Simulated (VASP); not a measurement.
Input of a VASP 6.6.1 run:

The input INCAR:

```
SYSTEM = Si
ALGO = Normal
EDIFF = 1E-6
EDIFFG = -0.01
ENCUT = 600
GGA = PS
IBRION = 2
ISIF = 3
ISMEAR = 0
LASPH = .TRUE.
LCHARG = .FALSE.
LREAL = .FALSE.
LWAVE = .FALSE.
NELM = 80
NSW = 90
PREC = Accurate
SIGMA = 0.03
```

Contents of KPOINTS:

```
k-points
0
G
  10 10 10
  0 0 0
```

The input POSCAR:

```
Si
1.0
    0.0000000000      2.7135600000      2.7135600000
    2.7135600000      0.0000000000      2.7135600000
    2.7135600000      2.7135600000      0.0000000000
Si
2
Direct
    0.7500000000      0.7500000000      0.7500000000
    0.5000000000      0.5000000000      0.5000000000
```

Potentials or basis: VASP PAW PBE potentials, release 64 (Si).

The run is started by

```console
$ cat potpaw_PBE.64/Si/POTCAR > POTCAR
$ mpirun -np 1 vasp_std > vasp.out
```

Question: Estimate the relaxed volume.

Answer: 20.08 Å³/atom.

Question: Estimate the band gap on the k mesh.

Answer: 0.47 eV, indirect (least direct gap 2.52 eV).

Question: What does it give for the space group after relaxing (to 0.05 Å)?

Answer: Fd-3m (No. 227).

Question: Predict the relaxed cell.

Answer: a = 3.844 Å, b = 3.844 Å, c = 3.844 Å, α = 60.00°, β = 60.00°, γ = 60.00°.

Final structure:
```yaml
crystal:
  lattice:
    - [0.00000, 2.71785, 2.71785]
    - [2.71785, 0.00000, 2.71785]
    - [2.71785, 2.71785, 0.00000]
  atoms:
    - { symbol: Si, position: [0.75000, 0.75000, 0.75000] }
    - { symbol: Si, position: [0.50000, 0.50000, 0.50000] }
```

Caveat: the PAW data sets were made with another functional, which shifts forces and pressure a little. Zero-point motion and thermal expansion aren't in these numbers.
